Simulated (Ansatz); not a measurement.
Runs of Ansatz 0.2.0 on SnO2. Symmetry: Imma, No. 74, orthorhombic system. Conventional cell: a = 6.498 Å, b = 6.829 Å, c = 6.828 Å, α = 90.00°, β = 90.00°, γ = 90.00°. Sn (site symmetry 2/m) has 6 O at 2.09 Å as nearest neighbours. Around Sn (site symmetry mm2) lie 6 O at 2.09 to 2.10 Å. O (site symmetry m) has 3 Sn at 2.09 to 2.10 Å as nearest neighbours. Around O (site symmetry m) lie 3 Sn at 2.09 Å. The cell is a database's computed one.

```tsv
level	gap on the mesh (eV)	pressure (GPa)	largest force (eV/Å)
revPBE	0.69	2.0	0.06
LDA	0.48	-11.5	0.15
PBEsol	(d)	(a)	0.10
RPBE	(b)	3.1	0.06
BLYP	0.65	(c)	0.06
```

Alike in all rows: task band structure; potentials or basis Ansatz PAW; no spin polarisation; cell as given; k mesh 5 × 5 × 5; cutoff (eV) 420; smearing fermi-dirac 0.05 eV.

Q: Fill in the values left out.

A: (a) -6.6; (b) 0.72; (c) 4.3; (d) 0.53.

Caveats: spin-orbit coupling is left out, which moves the levels of the heavy elements; the PAW data sets come from PBE, with cores solved anew for the run's functional, which leaves a small shift of forces and pressure.

A k mesh can miss the band edges, and the runs leave out spin-orbit coupling on Sn.

Runs at the PBE level aren't shown here.
